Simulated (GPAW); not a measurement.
Runs of GPAW 26.7.0 on Sb. The cell holds a slab with vacuum, 8 atoms: a = 3.160 Å, b = 7.066 Å, c = 24.892 Å, α = 90.00°, β = 90.00°, γ = 90.00°. The slab is cut from a database's or a generator's crystal, which needn't be the stable form of the element.

```csv
task,level,potentials or basis,cell,series job,gap on the mesh (eV),largest force (eV/Å),work function (eV)
single point,LDA,"the program's PAW data sets (release 1.2.1) made for this functional, pw","the (2 1 0) slab of Sb, cut from the database cell, not relaxed",-,none,1.22,4.72
single point,RPBE,"the program's PAW data sets (release 1.2.1) made for this functional, pw","the (2 1 0) slab of Sb, cut from the database cell, not relaxed",-,none,(a),4.36
single point,PBE,"GPAW PAW data sets (gpaw-data 1.2.1), pw","the (2 1 0) slab of Sb, cut from the database cell, not relaxed",-,none,0.92,4.46
single point,BEEF-vdW,"GPAW PAW data sets (gpaw-data 1.2.1), pw","the (2 1 0) slab of Sb, cut from the database cell, not relaxed",-,none,0.75,(b)
single point,vdW-DF-cx,"GPAW PAW data sets (gpaw-data 1.2.1), pw","the (2 1 0) slab of Sb, cut from the database cell, not relaxed",-,none,0.99,4.58
single point,r2SCAN,"GPAW PAW data sets (gpaw-data 1.2.1), pw","the (2 1 0) slab of Sb, cut from the database cell, not relaxed",-,none,1.06,4.58
single point,PBEsol,"PAW data sets generated in the run's folder for this functional, pw","the (2 1 0) slab of Sb, cut from the database cell, not relaxed",-,none,(c),4.53
```

Alike in all rows: no spin polarisation; k mesh 8 × 4 × 1; cutoff (eV) 450; smearing fermi-dirac 0.05 eV.

Problem. Fill in the values left out.

Solution. (a) 0.82; (b) 4.65; (c) 1.13.

Caveats: the PAW data sets were made with another functional, which shifts forces and pressure a little (some runs).

A k mesh can miss the band edges, and the runs leave out spin-orbit coupling on Sb.

A gap of «none» marks a metal or a gap under the smearing width.
